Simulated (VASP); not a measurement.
SnSe2: single point with PBE

Crystal: SnSe2.

```
Sn Se
1.0
     3.81100    0.00000    0.00000
    -1.90550    3.30042    0.00000
     0.00000    0.00000    6.13600
Sn Se
1 2
Direct
  0.00000 0.00000 0.00000
  0.66667 0.33333 0.75100
  0.33333 0.66667 0.24900
```

- Program: VASP 6.6.1
- Task: single point
- Functional: PBE
- Potentials or basis: VASP PAW PBE potentials, release 64 (Sn_d, Se)
- Cutoff: 520 eV
- k mesh: 8 × 8 × 5
- Occupations: gaussian, width 0.015 eV
- Spin: no spin polarisation
- Further INCAR settings: ALGO = Normal; EDIFF = 1e-06; NBANDS = 20

| Quantity | Value |
| --- | --- |
| Pressure | 5.6 GPa |
| Largest force | 0.804 eV/Å |
| Band gap on the k mesh | 0.81 eV, indirect (least direct gap 1.09 eV) |

Forces on the atoms (eV/Å):
```
Sn   0.000  0.000  0.000
Se   0.000  0.000 -0.804
Se   0.000  0.000  0.804
```

Stress tensor (GPa, compression positive):
```
5.13 0.00 0.00
0.00 5.13 0.00
0.00 0.00 6.63
```

Levels at points of the mesh, in eV from the valence-band top:
| k point | band 10 | band 11 | band 12 | band 13 | band 14 | band 15 | band 16 | band 17 |
| --- | --- | --- | --- | --- | --- | --- | --- | --- |
| (0.00, 0.00, 0.00) | -0.70 | -0.40 | -0.40 | -0.01 | 1.09 | 2.94 | 4.64 | 4.64 |
| (0.50, 0.00, 0.00) | -2.91 | -2.69 | -1.20 | -0.31 | 1.15 | 3.79 | 5.45 | 5.49 |

Wall time 28 s on 1 thread of Intel(R) Xeon(R) Platinum 8488C (Sapphire Rapids), with other jobs on the host, peak memory 0.21 GiB.

Caveat: spin-orbit coupling is left out, which moves the levels of the heavy elements; an odd mesh through Γ misses points on the zone boundary, where band edges often lie; this functional lacks dispersion, which binds the layers, so the pressure and a relaxed spacing across them are unreliable.
